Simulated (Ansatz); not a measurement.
**A vibration from a frozen displacement in TiC**

These are results of DFT PBE, scalar-relativistic, plane waves, PAW in Ansatz, not measurements. Settings: plane waves to 420 eV, k-mesh 24×24×24 (Γ-centred), Gaussian smearing 0.15 eV. No spin polarisation. Energies are free energies at this smearing, counted from the undisturbed cell; pressure is positive in compression.

The starting cell (relaxed at this level):

```
CELL_PARAMETERS angstrom
0.00000 2.16646 2.16646
2.16646 0.00000 2.16646
2.16646 2.16646 0.00000
ATOMIC_POSITIONS crystal
Ti 0.00000 0.00000 0.00000
C 0.50000 0.50000 0.50000
```

Every C atom is moved by x along the Cartesian unit vector (0.000, 0.000, 1.000); the cell and all other atoms stay fixed. The cell's volume is 20.34 Å³; the moved atoms weigh 12.011 u together and the others 47.867 u. Some rows repeat others by symmetry and weren't run.

```
  x (Å)  ΔE (meV/cell) total force on the moved atoms along the move (eV/Å) pressure (GPa)
-0.5000        1591.73                                                8.6239         34.9030
-0.4375        1119.36                                                6.5702         25.9394
-0.3750         761.62                                                4.9411         18.4977
-0.3125         494.40                                                3.6606         12.4817
-0.2500         298.70                                                2.6371          7.7684
-0.1875         160.99                                                1.7937          4.2601
-0.1250          70.91                                                1.1233          1.8661
-0.0625          18.00                                                0.5710          0.4686
 0.0000           0.00                                                0.0000          0.0108
 0.0625          18.00                                               -0.5710          0.4686
 0.1250          70.91                                               -1.1233          1.8661
 0.1875         160.99                                               -1.7937          4.2601
 0.2500         298.70                                               -2.6371          7.7684
 0.3125         494.40                                               -3.6606         12.4817
 0.3750         761.62                                               -4.9411         18.4977
 0.4375        1119.36                                               -6.5702         25.9394
 0.5000        1591.73                                               -8.6239         34.9030
```

Task: What frequency belongs to this motion?

Result: The force constant is k = −dF/dx = 9.136 eV/Å², from the parabola through x = -0.0625, 0 and 0.0625. In every cell the moved atoms swing against the rest, so the mass is μ = m₁m₂/(m₁ + m₂) = 9.602 u, and ν̃ = 521.5 cm⁻¹ × √(|k|/μ) = 509 cm⁻¹. To first order in x, and within 1 %, the force on every atom lies along the move and, within each of the two groups, in proportion to the atom's mass, so this is itself a mode at the zone centre of this cell.

Task: How far does the harmonic law reach?

Result: At x = -0.500 Å, kx²/2 = 1142.00 meV against the computed 1591.73 meV (+39.4 %): the well stiffens in this direction at large amplitude.

Task: The pressure changes with x². What does that say about the frequency under compression?

Result: With E = k(V)x²/2, k ∝ V^(−2γ) and x scaling with the cell as V^(1/3), P − P0 = −∂E/∂V = (2γ − 2/3) ΔE/V. At x = 0.1250 Å, V(P − P0) = 20.34 × 1.85525 / 160.2 eV = 235.49 meV and ΔE = 70.91 meV, so γ = 1/3 + V(P − P0)/(2ΔE) = 1.99. This is the Grüneisen parameter of the motion under uniform scaling of the cell: shrinking the cell evenly by 1 % in volume raises the frequency by about 1.99 %.

In a metal these slopes depend on the k mesh and the smearing.

The carbon sublattice vibrates against titanium in a stiff, nearly harmonic well, and 509 cm⁻¹ reflects both the light carbon atom and strong Ti 3d–C 2p covalent bonding. Because TiC is metallic, free carriers screen the macroscopic field, so the zone-centre optical mode has no LO–TO splitting and this one frequency serves all three polarisations.

Inversion symmetry removes the cubic term along the path. The restoring force per displacement dips slightly at 0.1250 Å before rising steadily, so the stiffening isn't uniform from the origin; the dip may reflect states near the Fermi level or their sampling. At large amplitude each carbon is driven head-on towards one titanium neighbour, where overlap repulsion grows steeply and outweighs the weakening of the opposite bond.

The same steep dependence on bond length explains the positive Grüneisen parameter: compression stiffens the mode, and exciting it favours expansion of the lattice. The thermal expansion itself depends on all modes, including the acoustic branches, and can't be inferred from this one.
